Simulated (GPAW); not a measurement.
PbSe (Clausthalite):

```xyz
2
Lattice="0.0000 3.0606 3.0606 3.0606 0.0000 3.0606 3.0606 3.0606 0.0000" Properties=species:S:1:pos:R:3 pbc="T T T"
Pb    0.0000    0.0000    0.0000
Se    3.0606    3.0606    3.0606
```

Base run:

- Program: GPAW 26.7.0
- Functional: PBE
- Potentials or basis: GPAW PAW data sets (gpaw-data 1.2.1)
- Cutoff: 450 eV
- Basis: pw
- k mesh: 6 × 6 × 6
- Occupations: fermi-dirac, width 0.01 eV
- Spin: no spin polarisation

Its results: band gap on the k mesh 0.24 eV, direct; pressure 1.6 GPa.

Question: The run is repeated on the same cell with these changes: functional from PBE to LDA; potentials or basis from GPAW PAW data sets (gpaw-data 1.2.1) to the program's PAW data sets (release 1.2.1) made for this functional; cutoff from 450 eV to 500 eV. What comes out?

Answer: Band gap on the k mesh 0.14 eV, direct; pressure -2.5 GPa.

Caveats: the cutoff is short for stress and forces, so pressures can be off by a GPa or more; spin-orbit coupling is left out, which as a rule narrows the gap of such compounds by several tenths of an eV.

A k mesh can miss the band edges.
